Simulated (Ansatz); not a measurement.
This cell of Sb$_{2}$Te$_{3}$ (Bi2Te3 type, space group R-3m) is off equilibrium:

```yaml
crystal:
  lattice:
    - [2.11362, 1.22030, 9.76865]
    - [-2.11362, 1.22030, 9.76865]
    - [0.00000, -2.44060, 9.76865]
  atoms:
    - { symbol: Sb, position: [0.39949, 0.39949, 0.39949] }
    - { symbol: Sb, position: [0.60051, 0.60051, 0.60051] }
    - { symbol: Te, position: [0.00000, 0.00000, 0.00000] }
    - { symbol: Te, position: [0.20879, 0.20879, 0.20879] }
    - { symbol: Te, position: [0.79121, 0.79121, 0.79121] }
```

All values below come from PBEsol-D3(BJ) (plane waves to 420 eV, PAW, scalar-relativistic; Ansatz, a first-principles code). k mesh 9×9×9 (Γ-centred), Fermi-Dirac smearing 0.05 eV. Energies are smeared free energies. Compression counts positive. At this level the bands of Sb2Te3 touch or barely overlap; measurements give the solid a gap. Sb2Te3 was relaxed with its symmetry unable to fall. Spin-orbit coupling is left out, though Sb and Te are heavy.

Problem. What is the stress tensor (GPa)?

Solution. 
```
   -0.6      0.0      0.0
    0.0     -0.6      0.0
    0.0      0.0     -0.6
```
The pressure, a third of the trace, is -0.6 GPa.

Problem. It is the relaxed cell scaled evenly to V/V₀ = 1.012, atoms relaxed where free. What is its energy relative to the relaxed cell?

Solution. 1 meV/atom.

(Under strain, the slope of the energy per volume gives the stress and its curvature an elastic modulus.)
